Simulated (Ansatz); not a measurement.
A series in volume scale on GaAs

Periodic Kohn-Sham DFT of a crystal at fixed atoms, scaled to volume_scale times the given cell; pressure positive in compression, energy less spherical unpolarised free atoms, largest_vzz the field gradient of largest size among the nuclei. The results are calculated, by Ansatz 0.2.0.

The cell before it is scaled or strained (space group F-43m, No. 216):
```
cell vectors (Å)
   0.0000     2.8268     2.8268
   2.8268     0.0000     2.8268
   2.8268     2.8268     0.0000
atoms (fractions of the cell vectors)
Ga  0.00000  0.00000  0.00000
As  0.75000  0.75000  0.75000
```

Settings of every row: method frozen-core PAW; functional LDA; relativity scalar; k mesh 11x11x11; filling fermi-dirac; smearing width 0.05 eV; wave cutoff 420 eV; paw set soft_2.

Atom start moment: 0 on all atoms.

Limits: PAW files made with PBE.

Limits of some rows: small gap, it may come from the mesh (row 1, 2, 4, 6, 7, 8, 9, 10).

| row | volume scale | V (Å³/atom) | pressure (GPa) |
| --- | --- | --- | --- |
| 1 | 0.94 | 21.233 | 2.814 |
| 2 | 0.9405 | 21.244 | 2.768 |
| 3 | 0.96 | 21.687 | 1.065 |
| 4 | 0.97 | 21.911 | 0.263 |
| 5 | 0.98 | 22.139 | ? |
| 6 | 0.99 | 22.363 | -1.205 |
| 7 | 1 | 22.59 | -1.876 |
| 8 | 1.01 | 22.814 | -2.507 |
| 9 | 1.02 | 23.04 | -3.099 |
| 10 | 1.03 | 23.266 | -3.655 |
| 11 | 1.04 | 23.494 | -4.181 |

Question: what pressure should row 5 give?

Worked fit of pressure. Take u = (V_r/V)^(2/3) − 1 with V_r = 22.477 Å³ an atom, which is twice the finite (Eulerian) strain; such expansions in the strain, on which the Birch-Murnaghan equation of state is built, carry the rest volume and the bulk modulus. The shown rows have u = 0.03869, 0.03833, 0.02414, 0.01715, 0.0034, -0.00334, -0.00987, -0.01636, -0.02274, -0.02907. Least squares give pressure = −1.5478 + 100.115 × u + 326.64 × u² GPa; a straight line predicts inner rows, each left out in turn, worse (root mean square 0.15 against 0.0034 GPa). The rows lie off it by -0.001, -0.002, 0.006, -0.002, -0.001, 0.003, -0.003, -0.001, 0.001, 0.001 (root mean square 0.0026 GPa). The pressure vanishes at u = 0.0148, or V = 21.99 Å³ an atom, and there the bulk modulus at fixed shape and fractions is B = −V dP/dV = (2/3)(1 + u) dP/du = 74.2 GPa. The withheld row has u = 0.01015, so the fit gives −1.5478 + 100.115 × (0.01015) + 326.64 × (0.01015)² = -0.498 GPa.

The calculation gave -0.492 GPa. The fit lies 0.006 GPa (1.2 % of the value, 0.086 % of the column's range) below it; its largest miss of a shown row is 0.006 GPa.
